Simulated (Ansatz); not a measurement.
**Convergence notes, G0W0 on NaI (Fm-3m)**

NaI (started from an entry of an open crystallographic database), relaxed with r2SCAN; one-shot G0W0 in Ansatz without spin-orbit coupling. Calculated for a static, non-magnetic cell.

```cif
data_structure
_symmetry_space_group_name_H-M 'Fm-3m'
_symmetry_Int_Tables_number 225
_cell_length_a 6.4593
_cell_length_b 6.4593
_cell_length_c 6.4593
_cell_angle_alpha 90.000
_cell_angle_beta 90.000
_cell_angle_gamma 90.000
_cell_volume 269.49
loop_
_atom_site_label
_atom_site_type_symbol
_atom_site_symmetry_multiplicity
_atom_site_Wyckoff_symbol
_atom_site_fract_x
_atom_site_fract_y
_atom_site_fract_z
_atom_site_occupancy
Na1 Na 4 a 0.00000 0.00000 0.00000 1
I1 I 4 b 0.50000 0.00000 0.00000 1
```

Gaps are read over the mesh points alone. G0W0 here is at a finite number of bands, screening cutoff and k mesh, not at the basis limit.

| start | potentials | frequency model | mesh | empty bands | screening cutoff (eV) | Kohn-Sham gap (eV) | G0W0 gap (eV) |
| --- | --- | --- | --- | --- | --- | --- | --- |
| PBE | PAW | contour deformation | 4×4×4 | 152 | 100 | 3.66 | 5.58 |
| PBE | PAW | contour deformation | 4×4×4 | 369 | 180 | 3.66 | 5.66 |
| PBE | PAW | contour deformation | 4×4×4 | 716 | 260 | 3.66 | 5.69 |
| HSE06 | PAW | contour deformation | 4×4×4 | 369 | 180 | 4.69 | 6.18 |
| r2SCAN | PAW | contour deformation | 4×4×4 | 369 | 180 | 4.45 | 6.09 |
| PBE0 | PAW | contour deformation | 4×4×4 | 369 | 180 | 5.37 | 6.40 |
| PBE | PAW | Godby-Needs pole | 4×4×4 | 369 | 180 | 3.66 | 5.68 |
| PBE | PAW | contour deformation | 6×6×6 | 109 | 80 | 3.66 | 5.51 |
| PBE | norm-conserving | contour deformation | 4×4×4 | 369 | 180 | 3.66 | 5.57 |

The quasiparticle gap on this mesh is 5.69 eV (direct at Γ), against 3.66 eV from PBE: +2.03 eV. Renormalisation factors Z lie between 0.78 and 0.83.

Raising bands and cutoff together moves the gap by +0.08 eV (100 to 180 eV), then +0.03 eV (180 to 260 eV); the last step is small, which bounds nothing strictly. Starting from HSE06 (4.69 eV against PBE's 3.66 eV) gives 6.18 eV, +0.52 eV from G0W0@PBE at the same screening cutoff. Starting from r2SCAN (4.45 eV against PBE's 3.66 eV) gives 6.09 eV, +0.43 eV from G0W0@PBE at the same screening cutoff. Starting from PBE0 (5.37 eV against PBE's 3.66 eV) gives 6.40 eV, +0.74 eV from G0W0@PBE at the same screening cutoff. The Godby-Needs plasmon pole differs from contour deformation by +0.02 eV. Norm-conserving potentials (wave cutoff 1197 eV against 420 eV) shift the quasiparticle gap by -0.09 eV and the PBE gap by 0.00 eV. r2SCAN runs take a wave cutoff of 500 eV.
